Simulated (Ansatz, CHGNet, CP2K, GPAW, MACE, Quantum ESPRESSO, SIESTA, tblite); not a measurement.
## Quantum ESPRESSO runs on twisted 2H-MoSe2/1T-TaS2 bilayer, 21.79° (42 atoms)

Aim: run twisted 2H-MoSe2/1T-TaS2 bilayer, 21.79° (42 atoms) in Quantum ESPRESSO and see how near its forces come to a plane-wave reference, and at what cost.

Method: the method is named at each step, in Quantum ESPRESSO 7.5.

**1. The structure**

The cell holds 42 atoms: 7 Mo, 14 Se, 7 Ta and 14 S. Its edges and angles: a = 8.797 Å, b = 8.797 Å, c = 21.570 Å, α = 90.0°, β = 90.0°, γ = 120.0°. 2H-MoSe2 (a = 3.29 Å) under 1T-TaS2 (a = 3.36 Å), bilayer, commensurate cell of 7 unit cells a layer, twist 21.79 deg, both strained to the mean lattice constant; facing planes 3.17 Å apart; 12 Å of vacuum; layers as built, displaced by a Gaussian of 0.01 Å. Then every atom was moved at random, 0.03 Å r.m.s. a Cartesian component. Regions: layer 1, 21 atoms (7 Mo and 14 Se); layer 2, 21 atoms (7 Ta and 14 S). Vacuum lies along c.

The yardstick, on the same geometry:

* method: Kohn-Sham DFT, PBE, PAW, plane waves (Ansatz 0.2.0); cutoff 420 eV, Γ point, fermi-dirac smearing of 0.05 eV; PAW set soft_2
* r.m.s. force component: 0.4461 eV/Å
* longest force: 1.448 eV/Å
* SCF cycles: 26
* time: 13 s on 8 threads of Arm Neoverse V2, shared host
* CPU time: 93 s

**2. PBE, sssp-1.3.0-efficiency, 45/360 Ry**

Method: Kohn-Sham DFT, PBE, SSSP efficiency 1.3.0 pseudopotentials, plane waves.

The input, pw.in:

```
&control
  calculation = 'scf'
  pseudo_dir = './pseudo'
  outdir = './tmp'
  disk_io = 'none'
  tprnfor = .true.
/
&system
  ibrav = 0
  nat = 42
  ntyp = 4
  ecutwfc = 45
  ecutrho = 360
  nosym = .true.
  occupations = 'smearing'
  smearing = 'fd'
  degauss = 0.003675
/
&electrons
  conv_thr = 2.1e-07
  electron_maxstep = 100
  mixing_beta = 0.2
  mixing_mode = 'local-TF'
  diagonalization = 'david'
/
ATOMIC_SPECIES
Mo 95.950 Mo.upf
Se 78.971 Se.upf
Ta 180.948 Ta.upf
S 32.060 S.upf
CELL_PARAMETERS angstrom
8.79710 0.00000 0.00000
-4.39855 7.61851 0.00000
0.00000 0.00000 21.57000
ATOMIC_POSITIONS crystal
Mo 0.18904 0.23383 0.35586
Se 0.24263 0.05682 0.43211
Se 0.24735 0.05319 0.27840
Mo 0.33365 0.66054 0.35686
Se 0.38470 0.48322 0.43254
Se 0.37970 0.47730 0.27942
Mo 0.47750 0.09653 0.35701
Se 0.52386 0.90182 0.43405
Se 0.52325 0.90353 0.28033
Mo 0.62765 0.52577 0.35516
Se 0.67066 0.33041 0.43306
Se 0.66987 0.33267 0.27879
Mo 0.75978 0.95681 0.35675
Se 0.81013 0.77099 0.43684
Se 0.81378 0.77068 0.27807
Mo 0.90490 0.38786 0.35667
Se 0.95068 0.19054 0.43239
Se 0.94375 0.18858 0.27958
Mo 0.05323 0.81331 0.35499
Se 0.09847 0.61976 0.43221
Se 0.09491 0.61743 0.28001
Ta 0.13703 0.71022 0.65186
S 0.37807 0.89859 0.72263
S 0.33359 0.66400 0.57991
Ta 0.99638 0.99558 0.65026
S 0.24503 0.18814 0.72329
S 0.19042 0.95608 0.58031
Ta 0.28804 0.42751 0.65147
S 0.53090 0.62517 0.72172
S 0.47635 0.38209 0.58179
Ta 0.57068 0.85528 0.65171
S 0.80422 0.04916 0.72213
S 0.75983 0.81005 0.58124
Ta 0.42881 0.14304 0.65264
S 0.66602 0.33385 0.72139
S 0.61851 0.09152 0.58253
Ta 0.71349 0.57464 0.65341
S 0.95086 0.76645 0.72155
S 0.90781 0.53524 0.57846
Ta 0.85899 0.28838 0.65063
S 0.09403 0.47861 0.72111
S 0.05010 0.24001 0.58114
K_POINTS gamma
```

The run is started by

```bash
$ OMP_NUM_THREADS=1 mpirun -np 4 pw.x -in pw.in > output.txt
```

What it wrote:

```text
Program PWSCF
     gamma-point specific algorithms are used
     one sub-group per band group will be used
     scalapack distributed-memory algorithm (size of sub-group:  2*  2 procs)
     Parallelization info
     sticks:   dense  smooth     PW     G-vecs:    dense   smooth      PW
     Min        1710     856    211               281218    99507   12412
     Max        1711     858    212               281233    99534   12416
     Sum        6841    3427    847              1124887   398065   49653
     bravais-lattice index     =            0
     lattice parameter (alat)  =      16.6241  a.u.
     unit-cell volume          =    9755.6524 (a.u.)^3
     number of atoms/cell      =           42
     number of atomic types    =            4
     number of electrons       =       357.00
     number of Kohn-Sham states=          215
     kinetic-energy cutoff     =      45.0000  Ry
     charge density cutoff     =     360.0000  Ry
     scf convergence threshold =      2.1E-07
     mixing beta               =       0.2000
     number of iterations used =            8  local-TF  mixing
     Exchange-correlation=  SLA  PW   PBX  PBC
                           (   1   4   3   4   0   0   0)
     crystal axes: (cart. coord. in units of alat)
               a(1) = (   1.000000   0.000000   0.000000 )
               a(2) = (  -0.500000   0.866025   0.000000 )
               a(3) = (   0.000000   0.000000   2.451944 )
     reciprocal axes: (cart. coord. in units 2 pi/alat)
               b(1) = (  1.000000  0.577350 -0.000000 )
               b(2) = (  0.000000  1.154701  0.000000 )
               b(3) = (  0.000000 -0.000000  0.407840 )
     PseudoPot. # 1 for Mo:
     Pseudo is Norm-conserving, Zval = 14.0
     PseudoPot. # 2 for Se:
     Pseudo is Ultrasoft + core correction, Zval =  6.0
     PseudoPot. # 3 for Ta:
     Pseudo is Ultrasoft + core correction, Zval = 13.0
     PseudoPot. # 4 for S :
     Pseudo is Ultrasoft + core correction, Zval =  6.0
     atomic species   valence    mass     pseudopotential
     Mo               14.00    95.95000     Mo( 1.00)
     Se                6.00    78.97100     Se( 1.00)
     Ta               13.00   180.94800     Ta( 1.00)
     S                 6.00    32.06000     S ( 1.00)
     No symmetry found
   Cartesian axes
     number of k points=     1  Fermi-Dirac smearing, width (Ry)=  0.0037
                       cart. coord. in units 2pi/alat
        k(    1) = (   0.0000000   0.0000000   0.0000000), wk =   2.0000000
     Dense  grid:   562444 G-vectors     FFT dimensions: ( 108, 108, 250)
     Smooth grid:   199033 G-vectors     FFT dimensions: (  72,  72, 180)
     Initial potential from superposition of free atoms
     starting charge     356.9838, renormalised to     357.0000
     negative rho (up, down):  6.595E-01 0.000E+00
     Starting wfcs are  273 randomized atomic wfcs
     Self-consistent Calculation
     iteration #  1     ecut=    45.00 Ry     beta= 0.20
     Threshold (ethr) on eigenvalues was too large:
     Diagonalizing with lowered threshold
     negative rho (up, down):  6.615E-01 0.000E+00
     total energy              =   -2903.74381449 Ry
     estimated scf accuracy    <       2.61464996 Ry
     iteration #  2     ecut=    45.00 Ry     beta= 0.20
     negative rho (up, down):  6.737E-01 0.000E+00
     total energy              =   -2903.17735604 Ry
     estimated scf accuracy    <       1.82065169 Ry
     iteration #  3     ecut=    45.00 Ry     beta= 0.20
     negative rho (up, down):  6.791E-01 0.000E+00
     total energy              =   -2903.41173698 Ry
     estimated scf accuracy    <       0.24407043 Ry
     iteration #  4     ecut=    45.00 Ry     beta= 0.20
     negative rho (up, down):  6.957E-01 0.000E+00
     total energy              =   -2903.37968811 Ry
     estimated scf accuracy    <       0.18284717 Ry
     iteration #  5     ecut=    45.00 Ry     beta= 0.20
     negative rho (up, down):  7.005E-01 0.000E+00
     total energy              =   -2903.38811892 Ry
     estimated scf accuracy    <       0.06046899 Ry
     iteration #  6     ecut=    45.00 Ry     beta= 0.20
     c_bands:  1 eigenvalues not converged
[...]
total energy              =   -2903.39342692 Ry
     estimated scf accuracy    <       0.09199331 Ry
[...]
total energy              =   -2903.38580997 Ry
[...]
iteration # 24     ecut=    45.00 Ry     beta= 0.20
[...]
total energy              =   -2903.38581021 Ry
     estimated scf accuracy    <       0.00000164 Ry
     iteration # 25     ecut=    45.00 Ry     beta= 0.20
     negative rho (up, down):  6.981E-01 0.000E+00
     total energy              =   -2903.38581051 Ry
     estimated scf accuracy    <       0.00000031 Ry
     iteration # 26     ecut=    45.00 Ry     beta= 0.20
     negative rho (up, down):  6.980E-01 0.000E+00
     End of self-consistent calculation
          k = 0.0000 0.0000 0.0000 ( 24827 PWs)   bands (ev):
   -64.9595 -64.9308 -64.9267 -64.8879 -64.8460 -64.8367 -64.7288 -57.4311
   -57.4061 -57.3988 -57.3890 -57.3786 -57.3692 -57.3651 -31.6120 -31.6091
   -31.6046 -31.5963 -31.5929 -31.5803 -31.5782 -31.5753 -31.5714 -31.5546
   -31.5395 -31.5224 -31.5110 -31.5105 -31.4955 -31.4905 -31.4889 -31.4844
   -31.4809 -31.4786 -31.4757 -31.4738 -31.4661 -31.4544 -31.4510 -31.4463
   -31.4140 -31.4023 -31.3987 -31.3977 -31.3914 -31.3703 -31.3586 -31.3469
[...]
5.0867   5.1086   5.1468   5.1684   5.1873   5.2168   5.4038   5.4273
     5.4448   5.4715   5.4874   5.5329   5.5608   5.5704   5.5983   5.6298
     5.6490   5.7068   6.0403   6.1128   6.1612   6.1749   6.2239   6.2820
     6.4162   6.4318   6.5220   6.5270   6.8100   6.8404   6.8545
     the Fermi energy is     4.0164 ev
!    total energy              =   -2903.38581065 Ry
     estimated scf accuracy    <       0.00000016 Ry
     smearing contrib. (-TS)   =      -0.03321438 Ry
     internal energy E=F+TS    =   -2903.35259626 Ry
     The total energy is F=E-TS. E is the sum of the following terms:
     one-electron contribution =  -10371.93763224 Ry
     hartree contribution      =    5241.66924545 Ry
     xc contribution           =    -940.38440075 Ry
     ewald contribution        =    3167.30019128 Ry
     convergence has been achieved in  26 iterations
     negative rho (up, down):  6.980E-01 0.000E+00
     Forces acting on atoms (cartesian axes, Ry/au):
     atom    1 type  1   force =    -0.01429961    0.04238804   -0.01408924
     atom    2 type  2   force =     0.00446856   -0.02650886    0.01329387
     atom    3 type  2   force =    -0.01111557   -0.01149480   -0.00665987
     atom    4 type  1   force =    -0.02961458    0.04367895   -0.01958387
     atom    5 type  2   force =     0.02650656   -0.03464694    0.00477252
     atom    6 type  2   force =     0.02312663   -0.01467550   -0.00578849
[...]
atom   40 type  3   force =     0.00967106    0.01213335   -0.01370845
     atom   41 type  4   force =     0.00181966   -0.00652091    0.03955674
     atom   42 type  4   force =    -0.00088535    0.00752589   -0.01378891
     Total force =     0.195187     Total SCF correction =     0.001581
     Message from routine punch:
     Nothing written, as per user request (disk_io='none')
```

Wall time 3.4 min (4 MPI ranks of Arm Neoverse V2, shared host); peak memory 4 GiB; 14 min of CPU time.

Banners, paths, timers and routine set-up lines are dropped from the logs unmarked, and long logs keep their key lines alone; longer cuts are marked.

Against the reference:

* r.m.s. force component: 0.4471 eV/Å
* r.m.s. difference of force components: 2.585 meV/Å
* longest difference of force vectors: 9.574 meV/Å
* force difference over r.m.s. force: 0.5794 %
* slope of forces against the reference's: 1.002
* correlation of force components: 1

Length of the force difference by element (eV/Å):

```
element  atoms    mean    most
     Mo      7  9.0e-4  0.0017
      S     14  0.0057  0.0089
     Se     14  6.0e-4  0.0011
     Ta      7  0.0065  0.0096
```

The surroundings of Mo4, which bears the longest force, nearest first, numbered as they follow in the input and with coordinates relative to it.

```
atom      x      y      z  distance (Å)  bonds     Fx     Fy  Fz (eV/Å)
 Mo4   0.00   0.00   0.00          0.00      6  -0.76   1.12      -0.50
 Se5   1.23  -1.35   1.63          2.45      3   0.68  -0.89       0.12
 Se6   1.21  -1.40  -1.67          2.49      3   0.59  -0.38      -0.15
Se20  -1.89  -0.31   1.63          2.51      3  -0.24   0.33       0.40
Se21  -1.91  -0.33  -1.66          2.55      3   0.17   0.32      -0.50
 Se9   0.60   1.85  -1.65          2.55      3  -0.19  -0.10      -0.24
 Se8   0.61   1.84   1.66          2.55      3  -0.33   0.07       0.02
Mo16  -2.57  -2.08   0.00          3.31      6   0.67  -1.05      -0.19
 Mo1   0.60  -3.25  -0.02          3.31      6  -0.37   1.09      -0.36
Mo13   2.45   2.26   0.00          3.33      6   0.58  -0.73       0.04
Mo10   3.18  -1.03  -0.04          3.34      6  -0.80   0.27       0.56
Mo19  -3.14   1.16  -0.04          3.35      6  -0.43   0.28       0.67
 Mo7  -0.65   3.32   0.00          3.39      6   0.31  -0.03      -0.27
```

Forces lie 0.58 % from the reference's, at 8.8 times its CPU time (on 4 against 8 cores).

**3. PBE, sssp-1.3.0-efficiency, 45/360 Ry, rmm-davidson**

Method: Kohn-Sham DFT, PBE, SSSP efficiency 1.3.0 pseudopotentials, plane waves.

Edit pw.in of step 2 so:

```diff
@@ -23,3 +23,3 @@
   mixing_mode = 'local-TF'
-  diagonalization = 'david'
+  diagonalization = 'rmm-davidson'
 /
```

What it wrote:

```text
[banner, memory and clock lines left out]
Program PWSCF
     gamma-point specific algorithms are used
     one sub-group per band group will be used
     bravais-lattice index     =            0
[... lines left out ...]
     scf convergence threshold =      2.1E-07
[... lines left out ...]
     number of k points=     1  Fermi-Dirac smearing, width (Ry)=  0.0037
[... lines left out ...]
     total energy              =   -2903.74381449 Ry
[... lines left out ...]
     total energy              =   -2903.17735604 Ry
[... lines left out ...]
     total energy              =   -2903.37226758 Ry
[... lines left out ...]
     c_bands:  3 eigenvalues not converged
[... lines left out ...]
     total energy              =   -2903.38581016 Ry
[... lines left out ...]
     total energy              =   -2903.38581067 Ry
[... lines left out ...]
     5.4441   5.4708   5.4868   5.5321   5.5600   5.5697   5.5975   5.6290
     5.6482   5.7060   6.0395   6.1120   6.1605   6.1741   6.2232   6.2812
     6.4154   6.4311   6.5212   6.5262   6.8150   6.8435   6.8819
     the Fermi energy is     4.0158 ev
!    total energy              =   -2903.38581061 Ry
     estimated scf accuracy    <       0.00000015 Ry
     smearing contrib. (-TS)   =      -0.03321866 Ry
     internal energy E=F+TS    =   -2903.35259195 Ry
     The total energy is F=E-TS. E is the sum of the following terms:
     one-electron contribution =  -10371.96523688 Ry
     hartree contribution      =    5241.69694042 Ry
     xc contribution           =    -940.38448676 Ry
     ewald contribution        =    3167.30019128 Ry
     convergence has been achieved in  26 iterations
     negative rho (up, down):  6.980E-01 0.000E+00
     Forces acting on atoms (cartesian axes, Ry/au):
     atom    1 type  1   force =    -0.01429945    0.04238703   -0.01408504
     atom    2 type  2   force =     0.00446840   -0.02650829    0.01331321
     atom    3 type  2   force =    -0.01111483   -0.01149438   -0.00665599
[...]
atom   41 type  4   force =     0.00181411   -0.00652258    0.03955831
     atom   42 type  4   force =    -0.00088229    0.00752961   -0.01379324
     Total force =     0.195198     Total SCF correction =     0.001046
     Message from routine punch:
     Nothing written, as per user request (disk_io='none')
```

The job ended after 3.4 min (4 MPI ranks; peak memory 4 GiB).

Compared with the plane-wave run:

```
r.m.s. force component                          : 0.4471 eV/Å
r.m.s. difference of force components           : 2.597 meV/Å
longest difference of force vectors             : 8.887 meV/Å
force difference over r.m.s. force              : 0.582 %
slope of forces against the reference's         : 1.002
correlation of force components                 : 1
energy less the same-level run's                : 0 meV/atom
r.m.s. force difference from the same-level run : 0.237 meV/Å
```

Against the first run (0.58 %), the force difference from the reference is 0.58 %, at 0.99 times the CPU time: another solver or mixer reaches the same state.

(Continued in part 2 of 2.)

[Also dropped from logs without a mark: logging warnings of Python, and SIESTA's first energy breakdown and zero terms.]

[Logs are printed without paths, hosts, clocks, repeated set-up lines and the standing remarks that a program may print on its own settings, such as how far it seeks lower states.]

[Hosts, paths, dates, database ids (printed as entryN), source tags and the programs' standing remarks are cut or masked in the printed files.]
